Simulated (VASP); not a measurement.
# ZnF2 (P4_2/mnm) in VASP: settings compared

One crystal, ZnF2, is run at these levels: PBEsol, LDA; tasks: relaxation of cell and atoms.

Everything below comes from runs of VASP 6.6.1. Logs are shortened: lines on timing, memory, paths and dates and some standing lists are left out, and cuts for length are marked.

### 1 The structure

Symmetry: P4_2/mnm, No. 136, tetragonal system. The conventional cell has a = 4.704 Å, b = 4.704 Å, c = 3.134 Å, α = 90.00°, β = 90.00°, γ = 90.00°. Around Zn (site symmetry mmm) lie 6 F at 2.02 to 2.04 Å. Around F (site symmetry m2m) lie 3 Zn at 2.02 to 2.04 Å.

### 2 Relaxation of cell and atoms, PBEsol

INCAR

```
SYSTEM = ZnF2
PREC = Accurate
ENCUT = 600
EDIFF = 1E-7
ISMEAR = 0
SIGMA = 0.02
LREAL = .False.
LASPH = .True.
NELM = 80
ALGO = Normal
ISIF = 3
LWAVE = .False.
LCHARG = .False.
GGA = PS
IBRION = 2
NSW = 90
EDIFFG = -0.005
```

KPOINTS

```
regular mesh
0
Gamma
  6 6 8
  0 0 0
```

POSCAR

```
ZnF2
1.0
    4.7038000000      0.0000000000      0.0000000000
    0.0000000000      4.7038000000      0.0000000000
    0.0000000000      0.0000000000      3.1336000000
Zn F
2 4
Direct
    0.0000000000      0.0000000000      0.0000000000
    0.5000000000      0.5000000000      0.5000000000
    0.3035000000      0.3035000000      0.0000000000
    0.1965000000      0.8035000000      0.5000000000
    0.6965000000      0.6965000000      0.0000000000
    0.8035000000      0.1965000000      0.5000000000
```

Potentials or basis: VASP PAW PBE potentials, release 64 (Zn, F).

The run is started by

```console
$ cat potpaw_PBE.64/Zn/POTCAR potpaw_PBE.64/F/POTCAR > POTCAR
$ mpirun -np 1 vasp_std > vasp.out
```

OUTCAR:

```text
SYSTEM = ZnF2
   PREC = Accurate
   ENCUT = 600
   EDIFF = 1E-7
   ISMEAR = 0
   LREAL = .False.
   LASPH = .True.
   NELM = 80
   ISIF = 3
   GGA = PS
   IBRION = 2
   NSW = 90
   EDIFFG = -0.005

 ion  position               nearest neighbor table
   1  0.000  0.000  0.000-   3 2.02   5 2.02   4 2.04   6 2.04   4 2.04   6 2.04
   2  0.500  0.500  0.500-   4 2.02   6 2.02   5 2.04   3 2.04   3 2.04   5 2.04
   3  0.303  0.303  0.000-   1 2.02   2 2.04   2 2.04
   4  0.197  0.803  0.500-   2 2.02   1 2.04   1 2.04
   5  0.697  0.697  0.000-   1 2.02   2 2.04   2 2.04
   6  0.803  0.197  0.500-   2 2.02   1 2.04   1 2.04

  LATTYP: Found a simple tetragonal cell.
 ALAT       =     4.7038000000
 C/A-ratio  =     0.6661847868

  Lattice vectors:

 A1 = (   4.7038000000,   0.0000000000,   0.0000000000)
 A2 = (   0.0000000000,   4.7038000000,   0.0000000000)
 A3 = (   0.0000000000,   0.0000000000,   3.1336000000)

Analysis of symmetry for initial positions (statically):
=====================================================================
 Subroutine PRICEL returns:
 Original cell was already a primitive cell.

 Routine SETGRP: Setting up the symmetry group for a
 simple tetragonal supercell.

 Subroutine GETGRP returns: Found 16 space group operations
 (whereof  8 operations were pure point group operations)
 out of a pool of 16 trial point group operations.

The static configuration has the point symmetry D_2h.
 The point group associated with its full space group is D_4h.

Analysis of symmetry for dynamics (positions and initial velocities):
=====================================================================
 Subroutine PRICEL returns:
 Original cell was already a primitive cell.

 Routine SETGRP: Setting up the symmetry group for a
 simple tetragonal supercell.

 Subroutine GETGRP returns: Found 16 space group operations
 (whereof  8 operations were pure point group operations)
 out of a pool of 16 trial point group operations.

The dynamic configuration has the point symmetry D_2h.
 The point group associated with its full space group is D_4h.

 Subroutine INISYM returns: Found 16 space group operations
 (whereof  8 operations are pure point group operations),
 and found     1 'primitive' translations

----------------------------------------------------------------------------------------

                                     Primitive cell

  volume of cell :      69.3332

[... 107 lines left out ...]
   NELECT =      52.0000    total number of electrons
   NUPDOWN=      -1.0000    fix difference up-down
   EMIN   =  10.00;   EMAX   =-10.00  energy-range for DOS
   EFERMI =   0.00;   METHOD = LEGACY
   ISMEAR =     0;   SIGMA  =   0.02  broadening in eV -4-tet -1-fermi 0-gaus
   EFERMI_NEDOS =   21; number of points for ismear=-14 and -15
   IALGO  =     38    algorithm
   IMIX   =      4    mixing-type and parameters
     AMIX     =   0.40;   BMIX     =  1.00
     AMIX_MAG =   1.60;   BMIX_MAG =  1.00
  volume/ion in A,a.u.               =      11.56        77.98
  Fermi-wavevector in a.u.,A,eV,Ry     =   1.487404  2.810785 30.101119  2.212370
  Thomas-Fermi vector in A             =   2.600569
   LORBIT       =      0    0 simple, 1 ext, 2 COOP (PROOUT), +10 PAW based schemes
   GGA     = PS    functional components
   LHFCALC =     F    Hartree Fock is set to
   AEXX    =    0.0000 exact exchange contribution
   IVDW    =     0    specifies the selected vdW correction
   LEPSILON=     F    determine dielectric tensor
   LRPA    =     F    only Hartree local field effects (RPA)
 conjugate gradient relaxation of ions
 non-spin polarized calculation
 Gauss-broadening in eV      SIGMA  =   0.02
  energy-cutoff  :      600.00
  volume of cell :       69.33
 maximum number of plane-waves:      2340
 NGX is ok and might be reduce to    40
   NGX = 19   NGY = 19   NGZ = 13

--------------------------------------- Ionic step        1  -------------------------------------------

 number of electron      52.0000006 magnetization

 Free energy of the ion-electron system (eV)
  ---------------------------------------------------
  ext. energy  EPLUGINS =         0.00000000
  ---------------------------------------------------
  free energy    TOTEN  =       -24.71751053 eV

  energy without entropy =      -24.71751053  energy(sigma->0) =      -24.71751053

------------------------ aborting loop because EDIFF is reached ----------------------------------------

  FORCE on cell =-STRESS in cart. coord.  units (eV):
  Direction    XX          YY          ZZ          XY          YZ          ZX
  --------------------------------------------------------------------------------------
  -------------------------------------------------------------------------------------
  Total        0.3734662      0.3734662      0.3762421     -0.0000000      0.0000000      0.0000000
  in kB        8.6301951      8.6301951      8.6943415     -0.0000000      0.0000000      0.0000000
  external PRESSURE =       8.6515772 kB  Pullay stress =       0.0000000 kB
[... 187 lines left out ...]
--------------------------------------- Ionic step        6  -------------------------------------------

 number of electron      52.0000001 magnetization

 Free energy of the ion-electron system (eV)
  ---------------------------------------------------
  ext. energy  EPLUGINS =         0.00000000
  ---------------------------------------------------
  free energy    TOTEN  =       -24.71903543 eV

  energy without entropy =      -24.71903543  energy(sigma->0) =      -24.71903543

 E-fermi :  -1.1971     XC(G=0): -10.5117

 val. band max:       -1.3311565784   @ k =   0.0000   0.0000   0.0000
 cond. band min:       2.0223918633   @ k =   0.0000   0.0000   0.0000
 fundamental gap:      3.3535484417
 Fermi energy:        -1.1971240034

 k-point     1 :       0.0000    0.0000    0.0000
  band No.  band energies     occupation
      1     -23.0614      2.00000
      2     -22.2757      2.00000
      3     -22.2757      2.00000
      4     -22.2453      2.00000
      5      -7.5842      2.00000
      6      -6.6723      2.00000
[... 805 lines left out ...]
     30       9.9000      0.00000
     31      11.3132      0.00000

 [... further k-points ...]

------------------------ aborting loop because EDIFF is reached ----------------------------------------

  FORCE on cell =-STRESS in cart. coord.  units (eV):
  Direction    XX          YY          ZZ          XY          YZ          ZX
  --------------------------------------------------------------------------------------
  -------------------------------------------------------------------------------------
  Total        0.0132368      0.0132368     -0.0089632     -0.0000000      0.0000000      0.0000000
  in kB        0.3035118      0.3035118     -0.2055201     -0.0000000      0.0000000      0.0000000
  external PRESSURE =       0.1338345 kB  Pullay stress =       0.0000000 kB
[... 21 lines left out ...]
  FREE ENERGIE OF THE ION-ELECTRON SYSTEM (eV)
  ---------------------------------------------------
  free  energy   TOTEN  =       -24.7190354258 eV

  energy  without entropy=      -24.7190354258  energy(sigma->0) =      -24.71903543

 reached required accuracy - stopping structural energy minimisation
```

OSZICAR:

```text
N       E                     dE             d eps       ncg     rms          rms(c)
DAV:   1     0.643167760591E+03    0.64317E+03   -0.30154E+04  3116   0.253E+03
[... 50 lines left out ...]
       N       E                     dE             d eps       ncg     rms          rms(c)
DAV:   1    -0.247191018033E+02   -0.10448E-03   -0.33154E-02  3100   0.144E+00    0.108E-01
DAV:   2    -0.247190942625E+02    0.75408E-05   -0.14850E-03  3688   0.361E-01    0.564E-02
DAV:   3    -0.247190431282E+02    0.51134E-04   -0.31981E-05  4902   0.941E-02    0.226E-02
DAV:   4    -0.247190351104E+02    0.80179E-05   -0.20687E-05  4642   0.532E-02    0.333E-03
DAV:   5    -0.247190354344E+02   -0.32400E-06   -0.47239E-06  3329   0.293E-02    0.190E-03
DAV:   6    -0.247190354258E+02    0.85320E-08   -0.28440E-07  2607   0.121E-02
   6 F= -.24719035E+02 E0= -.24719035E+02  d E =-.908011E-04
```

It took 4.9 min on 1 thread of AMD EPYC 9R45 (Zen 5), shared host; peak memory 0.24 GiB.

What came out:

| Property | Result |
| --- | --- |
| Free energy | -24.7190 eV |
| Relaxed volume | 11.65 Å³/atom |
| Relaxed cell | a = 4.718 Å, b = 4.718 Å, c = 3.139 Å, α = 90.00°, β = 90.00°, γ = 90.00° |
| Space group after relaxing (to 0.05 Å) | P4_2/mnm (No. 136) |
| Energy gained by relaxing | 0.3 meV/atom |
| Ionic steps | 6 |
| Pressure after relaxing | 0.0 GPa |
| Band gap on the k mesh | 3.35 eV, direct |

Step by step:
| step | energy change (eV) | largest force (eV/Å) | pressure (GPa) | volume (Å³) |
| --- | --- | --- | --- | --- |
| 1 | 0.0000 | 0.0015 | 0.87 | 69.33 |
| 2 | -0.0014 | 0.0156 | -0.18 | 69.96 |
| 3 | -0.0014 | 0.0133 | -0.02 | 69.86 |
| 4 | -0.0014 | 0.0131 | 0.00 | 69.85 |
| 5 | -0.0015 | 0.0080 | 0.01 | 69.86 |
| 6 | -0.0015 | 0.0006 | 0.01 | 69.87 |

Final structure:
```xyz
6
Lattice="4.7183 0.0000 0.0000 0.0000 4.7183 0.0000 0.0000 0.0000 3.1387" Properties=species:S:1:pos:R:3 pbc="T T T"
Zn    0.0000    0.0000    0.0000
Zn    2.3591    2.3591    1.5694
F     1.4331    1.4331    0.0000
F     0.9260    3.7922    1.5694
F     3.2852    3.2852    0.0000
F     3.7922    0.9260    1.5694
```

Caveat: the PAW data sets were made with another functional, which shifts forces and pressure a little. Zero-point motion and thermal expansion aren't in these numbers.

### 3 Relaxation of cell and atoms, LDA

Edit INCAR of step 2 so:

```diff
@@ -13,3 +13,2 @@
 LCHARG = .False.
-GGA = PS
 IBRION = 2
```

KPOINTS is that of step 2.

POSCAR is that of step 2.

Potentials or basis: VASP PAW LDA potentials, release 64 (Zn, F).

The run is started by

```console
$ cat potpaw_LDA.64/Zn/POTCAR potpaw_LDA.64/F/POTCAR > POTCAR
$ mpirun -np 1 vasp_std > vasp.out
```

It took 8 min on 1 thread of AMD EPYC 9R45 (Zen 5), shared host; peak memory 0.21 GiB.

It converged, with:

| Item | Value |
| --- | --- |
| Free energy | -27.0545 eV |
| Relaxed volume | 11.08 Å³/atom |
| Relaxed cell | a = 4.633 Å, b = 4.633 Å, c = 3.096 Å, α = 90.00°, β = 90.00°, γ = 90.00° |
| Space group after relaxing (to 0.05 Å) | P4_2/mnm (No. 136) |
| Energy gained by relaxing | 7.8 meV/atom |
| Ionic steps | 10 |
| Pressure after relaxing | 0.0 GPa |
| Band gap on the k mesh | 3.39 eV, direct |

Forces on the atoms (eV/Å):
```
Zn   0.000  0.000  0.000
Zn   0.000  0.000  0.000
F    0.002  0.002  0.000
F   -0.002  0.002  0.000
F   -0.002 -0.002  0.000
F    0.002 -0.002  0.000
```

Step by step:
```
step  energy change (eV)  largest force (eV/Å)  pressure (GPa)  volume (Å³)
   1              0.0000                0.0500           -5.08        69.33
   2             -0.0412                0.0710            1.77        65.72
   3             -0.0460                0.0389           -0.02        66.57
   4             -0.0460                0.0370           -0.14        66.62
   5             -0.0464                0.0189           -0.15        66.58
   6             -0.0466                0.0138           -0.12        66.51
   7             -0.0467                0.0088           -0.10        66.52
   8             -0.0467                0.0038            0.08        66.43
   9             -0.0467                0.0056            0.02        66.46
  10             -0.0467                0.0029            0.02        66.47
```

Final structure:
```
Zn F
1.0
     4.63320    0.00000    0.00000
     0.00000    4.63320    0.00000
     0.00000    0.00000    3.09630
Zn F
2 4
Direct
  0.00000 0.00000 0.00000
  0.50000 0.50000 0.50000
  0.30319 0.30319 0.00000
  0.19681 0.80319 0.50000
  0.69681 0.69681 0.00000
  0.80319 0.19681 0.50000
```

Levels at points of the mesh, in eV from the valence-band top:
| k point | band 22 | band 23 | band 24 | band 25 | band 26 | band 27 | band 28 | band 29 | band 30 | band 31 |
| --- | --- | --- | --- | --- | --- | --- | --- | --- | --- | --- |
| (0.00, 0.00, 0.00) | -1.74 | -1.36 | -0.39 | -0.39 | 0.00 | 3.39 | 9.37 | 9.37 | 9.42 | 13.18 |
| (0.50, 0.00, 0.00) | -1.79 | -0.70 | -0.70 | -0.49 | -0.49 | 6.07 | 6.07 | 10.31 | 10.31 | 12.91 |
| (0.50, 0.50, 0.00) | -1.64 | -1.39 | -1.39 | -0.41 | -0.41 | 7.09 | 7.09 | 8.96 | 8.96 | 14.44 |
| (0.00, 0.00, 0.50) | -1.51 | -1.38 | -1.38 | -1.35 | -1.35 | 8.29 | 8.29 | 11.83 | 11.83 | 12.95 |
| (0.50, 0.00, 0.50) | -2.02 | -1.46 | -1.46 | -0.08 | -0.08 | 8.87 | 8.87 | 10.17 | 10.17 | 13.80 |
| (0.50, 0.50, 0.50) | -1.67 | -1.34 | -1.34 | -0.85 | -0.85 | 8.12 | 8.12 | 11.18 | 11.18 | 12.24 |
